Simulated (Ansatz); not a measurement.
The system is ZnS.

```xyz
2
Lattice="0.0000 2.7020 2.7020 2.7020 0.0000 2.7020 2.7020 2.7020 0.0000" Properties=species:S:1:pos:R:3 pbc="T T T"
Zn    4.0530    4.0530    4.0530
S     0.0000    0.0000    0.0000
```

| Item | Value |
| --- | --- |
| Program | Ansatz 0.2.0 |
| Task | relaxation of cell and atoms |
| Functional | PBEsol |
| Potentials or basis | all-electron LAPW, scalar-relativistic |
| Basis error allowed | 0.001 eV/atom |
| k mesh | 9 × 9 × 9 |
| Occupations | fermi-dirac, width 0.05 eV |
| Spin | no spin polarisation |

At the start: volume 19.73 Å³/atom.

Question: How do energy, volume and symmetry change on relaxing?

Answer: Over 4 steps the energy falls by 3.2 meV/atom and the volume is 19.20 Å³/atom (-2.7 %); space group F-43m (No. 216, to 0.05 Å).

Step by step:
```tsv
step	energy change (eV)	largest force (eV/Å)	volume (Å³)
1	0.0000	0.0000	39.45
2	-0.0053	0.0000	38.86
3	-0.0065	0.0000	38.41
4	-0.0065	0.0000	38.41
```

Final structure:
```
CELL_PARAMETERS angstrom
0.00000 2.67786 2.67786
2.67786 0.00000 2.67786
2.67786 2.67786 0.00000
ATOMIC_POSITIONS crystal
Zn 0.75000 0.75000 0.75000
S 0.00000 0.00000 0.00000
```
